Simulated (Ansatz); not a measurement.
**TiAl₃ at 18 GPa (stress–strain coefficients): relaxed-ion elastic tensor**

Method: Ansatz, DFT PBEsol, scalar-relativistic, plane waves, PAW. Cutoff 420 eV, 16×16×16 k-points (Γ-centred), Fermi-Dirac smearing of 0.15 eV. No spin polarisation.

The cell, relaxed at 18 GPa:
```
Ti Al
1.0
    -1.83369    1.83369    4.08592
     1.83369   -1.83369    4.08592
     1.83369    1.83369   -4.08592
Ti Al
1 3
Cartesian
  0.0000 0.0000 0.0000
  0.0000 0.0000 4.0859
  0.0000 1.8337 2.0430
  1.8337 0.0000 2.0430
```

In a metal, frequencies and elastic constants depend on the k mesh and the smearing, soft modes and shear constants most.

Question: Give the relaxed-ion elastic constants (GPa, Voigt order xx yy zz yz xz xy, on the axes of the cell above).

Answer:
```
288.9 152.3  97.1   0.0   0.0   0.0
152.3 288.9  97.1   0.0   0.0   0.0
 97.1  97.1 336.0   0.0   0.0   0.0
  0.0   0.0   0.0 142.5   0.0   0.0
  0.0   0.0   0.0   0.0 142.5   0.0
  0.0   0.0   0.0   0.0   0.0 194.1
```

Question: Is the crystal stable against homogeneous strain?

Answer: Yes: the least eigenvalue of the tensor is 136.6 GPa.

Question: And the moduli of a polycrystal (Hill averages)?

Answer: B = 178 GPa, G = 126 GPa, E = 306 GPa, ν = 0.21.

Cost: 1 run of about 7.8 core-minutes, on Intel Xeon Platinum 8488C (Sapphire Rapids) (shared hosts).